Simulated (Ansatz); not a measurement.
## BaTe, response to strain

Start from BaTe in the rock salt structure (space group Fm-3m, No. 225; a = 6.9414 Å). Axes: x, y, z lie along the cube axes.

Strains are applied to the cell and any free atomic positions relax; under biaxial strain the out-of-plane vector relaxes too.

Level of theory: plane-wave PAW DFT at the PBEsol level (Ansatz, a quantum-chemistry and plane-wave program, 420 eV), spin-orbit coupling left out.

Notes on the quantities. energy relative to the base: free energy F.

| case | energy relative to the base | band gap | smallest direct gap |
|---|---|---|---|
| base | 0 meV/atom | 1.46 eV | 1.82 eV |
| biaxial strain −4.42 %, plane normal [110], relaxed out of plane | +34 meV/atom | 1.22 eV | 1.56 eV |
| isotropic strain +2.56 % | +23 meV/atom | 1.61 eV | 1.97 eV |
| uniaxial strain ε_yy = +2.09 % | … | … | … |

Task: What belongs in the blanks?

Result: 
- uniaxial strain ε_yy = +2.09 %, energy relative to the base: +4.1 meV/atom
- uniaxial strain ε_yy = +2.09 %, band gap: 1.49 eV
- uniaxial strain ε_yy = +2.09 %, smallest direct gap: 1.83 eV

Spin-orbit coupling, missing from the scalar runs, can matter with Te. Whether these cells are dynamically stable was not tested.
